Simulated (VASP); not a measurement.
# BP (F-43m) in VASP: single point with HSE06

Aim: the single point of BP with HSE06.

Program: VASP 6.6.1. These are calculated values, not measurements. Logs are shortened: lines on timing, memory, paths and dates and some standing lists are left out, and cuts for length are marked.

## Step 1: The crystal as given

Symmetry: F-43m, No. 216, cubic system. The conventional cell has a = 4.521 Å, b = 4.521 Å, c = 4.521 Å, α = 90.00°, β = 90.00°, γ = 90.00°. B (site symmetry -43m) has 4 P at 1.96 Å as nearest neighbours. P (site symmetry -43m) has 4 B at 1.96 Å as nearest neighbours.

The cell is a database's computed one.

## Step 2: Single point, HSE06

POSCAR

```
BP
1.0
    0.0000000000      2.2605400000      2.2605400000
    2.2605400000      0.0000000000      2.2605400000
    2.2605400000      2.2605400000      0.0000000000
B P
1 1
Direct
    0.0000000000      0.0000000000      0.0000000000
    0.7500000000      0.7500000000      0.7500000000
```

INCAR.step1

```
SYSTEM = BP
  ALGO = Normal
  EDIFF = 1E-5
  ENCUT = 520
  GGA = PE
  ISIF = 2
  ISMEAR = 0
  LASPH = .True.
  LREAL = .False.
  LWAVE = .True.
  NELM = 80
  PREC = Accurate
  SIGMA = 0.02
```

INCAR.step2

```
SYSTEM = BP
  ALGO = Normal
  EDIFF = 1E-7
  ENCUT = 520
  GGA = PE
  HFSCREEN = 0.2
  ISIF = 2
  ISMEAR = 0
  ISTART = 1
  LASPH = .True.
  LCHARG = .True.
  LELF = .True.
  LHFCALC = .True.
  LREAL = .False.
  LVHAR = .True.
  LWAVE = .False.
  NELM = 80
  PREC = Accurate
  PRECFOCK = Fast
  SIGMA = 0.02
```

KPOINTS

```
k-points
0
Gamma
  6 6 6
  0 0 0
```

Potentials or basis: VASP PAW PBE potentials, release 64 (B, P).

Run with:

```console
$ cat potpaw_PBE.64/B/POTCAR potpaw_PBE.64/P/POTCAR > POTCAR
$ cp INCAR.step1 INCAR
$ mpirun -np 1 vasp_std > vasp.out
$ cp INCAR.step2 INCAR
$ mpirun -np 1 vasp_std > vasp.out
```

OUTCAR:

```text
SYSTEM = BP
   EDIFF = 1E-7
   ENCUT = 520
   GGA = PE
   HFSCREEN = 0.2
   ISIF = 2
   ISMEAR = 0
   ISTART = 1
   LASPH = .True.
   LHFCALC = .True.
   LREAL = .False.
   NELM = 80
   PREC = Accurate
   PRECFOCK = Fast

 ion  position               nearest neighbor table
   1  0.000  0.000  0.000-   2 1.96   2 1.96   2 1.96   2 1.96
   2  0.750  0.750  0.750-   1 1.96   1 1.96   1 1.96   1 1.96

  LATTYP: Found a face centered cubic cell.
 ALAT       =     4.5210800000

  Lattice vectors:

 A1 = (   0.0000000000,   2.2605400000,   2.2605400000)
 A2 = (   2.2605400000,   0.0000000000,   2.2605400000)
 A3 = (   2.2605400000,   2.2605400000,   0.0000000000)

Analysis of symmetry for initial positions (statically):
=====================================================================
 Subroutine PRICEL returns:
 Original cell was already a primitive cell.

 Routine SETGRP: Setting up the symmetry group for a
 face centered cubic supercell.

 Subroutine GETGRP returns: Found 24 space group operations
 (whereof 24 operations were pure point group operations)
 out of a pool of 48 trial point group operations.

The static configuration has the point symmetry T_d .

Analysis of symmetry for dynamics (positions and initial velocities):
=====================================================================
 Subroutine PRICEL returns:
 Original cell was already a primitive cell.

 Routine SETGRP: Setting up the symmetry group for a
 face centered cubic supercell.

 Subroutine GETGRP returns: Found 24 space group operations
 (whereof 24 operations were pure point group operations)
 out of a pool of 48 trial point group operations.

The dynamic configuration has the point symmetry T_d .

 Subroutine INISYM returns: Found 24 space group operations
 (whereof 24 operations are pure point group operations),
 and found     1 'primitive' translations

----------------------------------------------------------------------------------------

                                     Primitive cell

  volume of cell :      23.1029

  direct lattice vectors                    reciprocal lattice vectors
     0.000000000  2.260540000  2.260540000    -0.221186088  0.221186088  0.221186088
     2.260540000  0.000000000  2.260540000     0.221186088 -0.221186088  0.221186088
     2.260540000  2.260540000  0.000000000     0.221186088  0.221186088 -0.221186088

  length of vectors
     3.196886326  3.196886326  3.196886326     0.383105543  0.383105543  0.383105543

  position of ions in fractional coordinates (direct lattice)
     0.000000000  0.000000000  0.000000000
     0.750000000  0.750000000  0.750000000

  ion indices of the primitive-cell ions
   primitive index   ion index
                 1           1
                 2           2

----------------------------------------------------------------------------------------

 KPOINTS: k-points

Automatic generation of k-mesh.
 Grid dimensions read from file:
 generate k-points for:    6    6    6

 Generating k-lattice:

  Cartesian coordinates                     Fractional coordinates (reciprocal lattice)
    -0.036864348  0.036864348  0.036864348     0.166666667  0.000000000  0.000000000
     0.036864348 -0.036864348  0.036864348     0.000000000  0.166666667  0.000000000
     0.036864348  0.036864348 -0.036864348     0.000000000  0.000000000  0.166666667

  Length of vectors
     0.063850924  0.063850924  0.063850924

  Shift w.r.t. Gamma in fractional coordinates (k-lattice)
     0.000000000  0.000000000  0.000000000

 Subroutine IBZKPT returns following result:
 ===========================================

 Found     16 irreducible k-points:

 Following reciprocal coordinates:
            Coordinates               Weight
  0.000000  0.000000  0.000000      1.000000
  0.166667  0.000000  0.000000      8.000000
  0.333333  0.000000  0.000000      8.000000
  0.500000  0.000000  0.000000      4.000000
  0.166667  0.166667  0.000000      6.000000
  0.333333  0.166667  0.000000     24.000000
[... 8 lines left out ...]
 -0.333333  0.333333  0.166667     24.000000
 -0.333333  0.500000  0.166667     12.000000
   k-points           NKPTS =     16   k-points in BZ     NKDIM =    216   number of bands    NBANDS=      8
   number of dos      NEDOS =    301   number of ions     NIONS =      2
   total plane-waves  NPLWV =  13824
   dimension x,y,z NGX =    24 NGY =   24 NGZ =   24
   dimension x,y,z NGXF=    48 NGYF=   48 NGZF=   48
   ions per type =               1   1
   NGX,Y,Z   is equivalent  to a cutoff of  12.48, 12.48, 12.48 a.u.
   NGXF,Y,Z  is equivalent  to a cutoff of  24.96, 24.96, 24.96 a.u.
 SYSTEM =  BP
   PREC   = accura    normal or accurate (medium, high low for compatibility)
   ISTART =      1    job   : 0-new  1-cont  2-samecut
   ICHARG =      0    charge: 1-file 2-atom 10-const
   ISPIN  =      1    spin polarized calculation?
   LNONCOLLINEAR =      F non collinear calculations
   LSORBIT =      F    spin-orbit coupling
   LASPH  =      T    aspherical Exc in radial PAW
   ENCUT  =  520.0 eV  38.22 Ry    6.18 a.u.   5.94  5.94  5.94*2*pi/ulx,y,z
   NELM   =     80;   NELMIN=  2; NELMDL=  0     # of ELM steps
   EDIFF  = 0.1E-06   stopping-criterion for ELM
   LREAL  =      F    real-space projection
   EDIFFG = 0.1E-05   stopping-criterion for IOM
   NSW    =      0    number of steps for IOM
   IBRION =     -1    ionic relax: 0-MD 1-quasi-New 2-CG
   NFREE  =      0    steps in history (QN), initial steepest desc. (CG)
   ISIF   =      2    stress and relaxation
   ISYM   =      3    0-nonsym 1-usesym 2-fastsym
   POTIM  = 0.5000    time-step for ionic-motion
   TEBEG  =    0.0;   TEEND  =   0.0 temperature during run
   PSTRESS=    0.0 pullay stress
   NELECT =       8.0000    total number of electrons
   NUPDOWN=      -1.0000    fix difference up-down
   EMIN   =  10.00;   EMAX   =-10.00  energy-range for DOS
   EFERMI =   0.00;   METHOD = LEGACY
   ISMEAR =     0;   SIGMA  =   0.02  broadening in eV -4-tet -1-fermi 0-gaus
   EFERMI_NEDOS =   21; number of points for ismear=-14 and -15
   IALGO  =     38    algorithm
   IMIX   =      1    mixing-type and parameters
     AMIX     =   0.40;   BMIX     =  1.00
     AMIX_MAG =   1.60;   BMIX_MAG =  1.00
  volume/ion in A,a.u.               =      11.55        77.95
  Fermi-wavevector in a.u.,A,eV,Ry     =   1.149607  2.172442 17.981400  1.321596
  Thomas-Fermi vector in A             =   2.286275
   LORBIT       =      0    0 simple, 1 ext, 2 COOP (PROOUT), +10 PAW based schemes
   GGA     = PE    functional components
   LHFCALC =     T    Hartree Fock is set to
   PRECFOCK=fast      Normal, Fast or Accurate (Low or Medium for compatibility)
   ENCUT4O =  -1.0   cutoff for four orbital integrals eV
   NKREDX  =     1    reduce k-point grid by
   NKREDY  =     1    reduce k-point grid by
   NKREDZ  =     1    reduce k-point grid by
   AEXX    =    0.2500 exact exchange contribution
   HFSCREEN=    0.2000 screening length (either q_TF or 0.3 A-1)
   HFSCREENC=   0.2000 screening length for correlation (either q_TF or 0.3 A-1)
   ENCUTFOCK=  -1.0 apply spherical cutoff to Coloumb kernel
   IVDW    =     0    specifies the selected vdW correction
   LEPSILON=     F    determine dielectric tensor
   LRPA    =     F    only Hartree local field effects (RPA)
 non-spin polarized calculation
 Gauss-broadening in eV      SIGMA  =   0.02
  energy-cutoff  :      520.00
  volume of cell :       23.10
 maximum number of plane-waves:       636
  NGX = 14; NGY = 14; NGZ = 14

 number of electron       8.0000001 magnetization

 Free energy of the ion-electron system (eV)
  ---------------------------------------------------
  ext. energy  EPLUGINS =         0.00000000
  ---------------------------------------------------
  free energy    TOTEN  =       -14.85873690 eV

  energy without entropy =      -14.85873690  energy(sigma->0) =      -14.85873690

 E-fermi :   7.2518     XC(G=0):  -9.0311

 val. band max:        7.1306522364   @ k =   0.0000   0.0000   0.0000
 cond. band min:       9.1878467928   @ k =   0.5000   0.5000   0.0000
 fundamental gap:      2.0571945564
 Fermi energy:         7.2518433011

 k-point     1 :       0.0000    0.0000    0.0000
  band No.  band energies     occupation
      1     -10.0778      2.00000
      2       7.1307      2.00000
      3       7.1307      2.00000
      4       7.1307      2.00000
      5      11.5030      0.00000
      6      11.5030      0.00000
      7      11.5030      0.00000
      8      16.0209      0.00000

 k-point     2 :       0.1667    0.0000    0.0000
  band No.  band energies     occupation
      1      -9.5261      2.00000
      2       4.0238      2.00000
      3       6.4145      2.00000
      4       6.4145      2.00000
      5      12.1696      0.00000
      6      12.4835      0.00000
      7      12.4835      0.00000
      8      17.3319      0.00000

 k-point     3 :       0.3333    0.0000    0.0000
  band No.  band energies     occupation
      1      -7.9503      2.00000
      2      -0.3588      2.00000
      3       5.5114      2.00000
      4       5.5114      2.00000
      5      12.0752      0.00000
      6      13.0589      0.00000
      7      13.0589      0.00000
      8      18.6560      0.00000
[... 122 lines left out ...]
 k-point    15 :      -0.3333    0.3333    0.1667
  band No.  band energies     occupation
      1      -5.1067      2.00000
      2      -1.9541      2.00000
      3       1.0395      2.00000
      4       2.7498      2.00000
      5      12.6085      0.00000
      6      13.9625      0.00000
      7      17.1572      0.00000
      8      17.7342      0.00000

 k-point    16 :      -0.3333    0.5000    0.1667
  band No.  band energies     occupation
      1      -4.3945      2.00000
      2      -2.1174      2.00000
      3       1.2760      2.00000
      4       1.4096      2.00000
      5      11.8859      0.00000
      6      12.5534      0.00000
      7      17.7438      0.00000
      8      18.4143      0.00000

------------------------ aborting loop because EDIFF is reached ----------------------------------------

  FORCE on cell =-STRESS in cart. coord.  units (eV):
  Direction    XX          YY          ZZ          XY          YZ          ZX
  --------------------------------------------------------------------------------------
  -------------------------------------------------------------------------------------
  Total       -0.0202255     -0.0202255     -0.0202255     -0.0000000      0.0000000     -0.0000000
  in kB       -1.4026293     -1.4026293     -1.4026293     -0.0000000      0.0000000     -0.0000000
  external PRESSURE =      -1.4026293 kB  Pullay stress =       0.0000000 kB

 VOLUME and BASIS-vectors are now :
 -----------------------------------------------------------------------------
  energy-cutoff  :      520.00
  volume of cell :       23.10
      direct lattice vectors                 reciprocal lattice vectors
     0.000000000  2.260540000  2.260540000    -0.221186088  0.221186088  0.221186088
     2.260540000  0.000000000  2.260540000     0.221186088 -0.221186088  0.221186088
     2.260540000  2.260540000  0.000000000     0.221186088  0.221186088 -0.221186088

 POSITION                                       TOTAL-FORCE (eV/Angst)
 -----------------------------------------------------------------------------------
      0.00000      0.00000      0.00000         0.000000     -0.000000      0.000000
      3.39081      3.39081      3.39081        -0.000000      0.000000     -0.000000
 -----------------------------------------------------------------------------------
    total drift:                               -0.000000     -0.000000     -0.000000

  FREE ENERGIE OF THE ION-ELECTRON SYSTEM (eV)
  ---------------------------------------------------
  free  energy   TOTEN  =       -14.8587368962 eV

  energy  without entropy=      -14.8587368962  energy(sigma->0) =      -14.85873690
```

It took 2.2 min on 1 thread of AMD EPYC 7R13 (Zen 3), shared host; peak memory 0.2 GiB.

Results:

```
Free energy            : -14.8587 eV
Pressure               : -0.1 GPa
Band gap on the k mesh : 2.06 eV, indirect (least direct gap 4.37 eV)
```

Caveat: the PAW data sets were made with another functional, which shifts forces and pressure a little.
